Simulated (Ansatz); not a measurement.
# CdO: the cost of one run

Code: Ansatz 0.2.0. PAW datasets, plane waves, zero pressure. Spin-unpolarised throughout; all numbers are computed.

## 1. Starting point

This is the cell as the run starts from it, not yet at rest; its lengths are not the crystal's.

Space group Fm-3m (No. 225), cubic; a = 4.157 Å in the conventional setting, 8.98 Å³ an atom. Near Cd stand 6 O at 2.08 Å; near O stand 6 Cd at 2.08 Å.

The structure in full:

```xyz
2
Lattice="0.0000 2.0785 2.0785 2.0785 0.0000 2.0785 2.0785 2.0785 0.0000" Properties=species:S:1:pos:R:3 pbc="T T T"
Cd    0.0000    0.0000    0.0000
O     2.0785    2.0785    2.0785
```

## 2. PBE: cell and atoms

The input, input.yaml:

```yaml
crystal:
  lattice:
    - [0.0, 2.078475, 2.078475]
    - [2.078475, 0.0, 2.078475]
    - [2.078475, 2.078475, 0.0]
  atoms:
    - { symbol: Cd, position: [0.0, 0.0, 0.0] }
    - { symbol: O, position: [0.5, 0.5, 0.5] }
kpoints:
  mp_grid: { grid: [10, 10, 10] }
hamiltonian:
  xc: pbe
scf:
  occupations: { method: fermi_dirac, width: 0.02 }
relax:
  f_tol: 0.005
  cell: {}
```

The run is started by

```bash
> ansatz run input.yaml --threads 2 --pin off --max-ram 2211MiB --backend cpu --events-out ev --progress --plain --runs-dir out
```

**Question.** How long does this run take on 2 threads of Arm Neoverse V2, shared host, and how much memory does it need?

About 4.5 s, with a peak of 0.3 GiB.
